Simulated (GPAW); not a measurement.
Runs of GPAW 26.7.0 on SiC. Symmetry: P6_3mc, No. 186, hexagonal system. Conventional cell: a = 3.076 Å, b = 3.076 Å, c = 10.071 Å, α = 90.00°, β = 90.00°, γ = 120.00°. Around Si (site symmetry 3m) lie 4 C at 1.88 to 1.89 Å. Si (site symmetry 3m) is surrounded by 4 C at 1.88 to 1.89 Å. C (site symmetry 3m) is surrounded by 4 Si at 1.88 to 1.89 Å. C (site symmetry 3m) is surrounded by 4 Si at 1.88 to 1.89 Å. The cell is a database's computed one.

| task | level | potentials or basis | cell | k mesh | cutoff (eV) | smearing | eigensolver | optimizer | fmax | max steps | band path | mesh quality | gap on the mesh (eV) | pressure (GPa) | V0 of scaled cells (Å³/atom) | relaxed volume (Å³/atom) | B0 (GPa) | largest force (eV/Å) |
| --- | --- | --- | --- | --- | --- | --- | --- | --- | --- | --- | --- | --- | --- | --- | --- | --- | --- | --- |
| relaxation of cell and atoms | BLYP | PAW data sets generated in the run's folder for this functional, pw | relaxed | 6 × 6 × 2 | 800 | fermi-dirac 0.05 eV | davidson | FIRE | 0.02 eV/Å | 40 | - | coarse | 2.51 | -0.2 | - | 10.78 | - | - |
| relaxation of cell and atoms | WC | PAW data sets generated in the run's folder for this functional, pw | relaxed | 6 × 6 × 2 | 800 | fermi-dirac 0.05 eV | - | LBFGS | 0.05 eV/Å | 60 | - | coarse | 2.14 | 0.0 | - | 10.38 | - | 0.01 |
| band structure | PW91 | PAW data sets generated in the run's folder for this functional, pw | as given | 6 × 6 × 2 | 800 | fermi-dirac 0.05 eV | - | - | - | - | GMKGALHA,LM,KH | coarse | 2.25 | 4.7 | - | - | - | - |
| band structure | rSCAN | GPAW PAW data sets (gpaw-data 1.2.1), pw | as given | 6 × 6 × 2 | 800 | fermi-dirac 0.05 eV | - | - | - | - | GMKGALHA,LM,KH | coarse | 2.62 | (b) | - | - | - | - |
| relaxation of cell and atoms | LDA | the program's PAW data sets (release 1.2.1) made for this functional, pw | relaxed | 6 × 6 × 2 | 800 | fermi-dirac 0.05 eV | - | LBFGS | 0.02 eV/Å | 100 | - | coarse | 2.18 | 0.0 | - | (c) | - | 0.01 |
| relaxation of cell and atoms | mBEEF | GPAW PAW data sets (gpaw-data 1.2.1), pw | relaxed | 6 × 6 × 2 | 800 | fermi-dirac 0.05 eV | - | LBFGS | 0.01 eV/Å | 60 | - | coarse | 2.70 | 0.0 | - | 10.33 | - | - |
| equation of state | LDA | JTH PAW 2.0, LDA, pw | as given | 6 × 6 × 2 | 800 | fermi-dirac 0.05 eV | - | - | - | - | - | coarse | - | - | (d) | - | 229 | - |
| optical spectrum | RPBE | the program's PAW data sets (release 1.2.1) made for this functional, pw | as given | 8 × 8 × 2 | 650 | fermi-dirac 0.001 eV | - | - | - | - | - | not flagged | (a) | - | - | - | - | - |
| equation of state | C09-vdW | GPAW PAW data sets (gpaw-data 1.2.1), pw | as given | 6 × 6 × 2 | 800 | fermi-dirac 0.05 eV | - | - | - | - | - | coarse | - | - | 10.48 | - | 219 | - |
| relaxation of cell and atoms | SCAN | GPAW PAW data sets (gpaw-data 1.2.1), pw | relaxed | 6 × 6 × 2 | 800 | fermi-dirac 0.05 eV | - | BFGS | 0.02 eV/Å | 40 | - | coarse | 2.58 | -0.1 | - | 10.36 | - | - |
| band structure | BEEF-vdW | GPAW PAW data sets (gpaw-data 1.2.1), pw | as given | 6 × 6 × 2 | 800 | fermi-dirac 0.05 eV | - | - | - | - | GMKGALHA,LM,KH | coarse | 2.42 | - | - | - | - | - |
| band structure | BLYP | PAW data sets generated in the run's folder for this functional, pw | as given | 6 × 6 × 2 | 800 | fermi-dirac 0.05 eV | davidson | - | - | - | GMKGALHA,LM,KH | coarse | 2.53 | 9.4 | - | - | - | 0.01 |

Alike in all rows: no spin polarisation.

Problem. Estimate the missing entries.

Solution. (a) 2.23; (b) 0.4; (c) 10.19; (d) 10.13.

Caveats: some runs use coarse meshes; later steps reuse the first step's grids (some runs); the PAW data sets were made with another functional, which shifts forces and pressure a little (some runs); the cell was scaled at fixed shape and fractional positions, which overstates the stiffness of a crystal with free parameters, most of all of layers and chains (some runs); the program truncates these outside data sets (some runs); the long-wavelength limit can be off by a per cent or two (some runs); an odd mesh through Γ misses points on the zone boundary, where band edges often lie (some runs); the forces don't sum to zero, a sign of grid noise (some runs).

Not every run made on this cell is shown here.
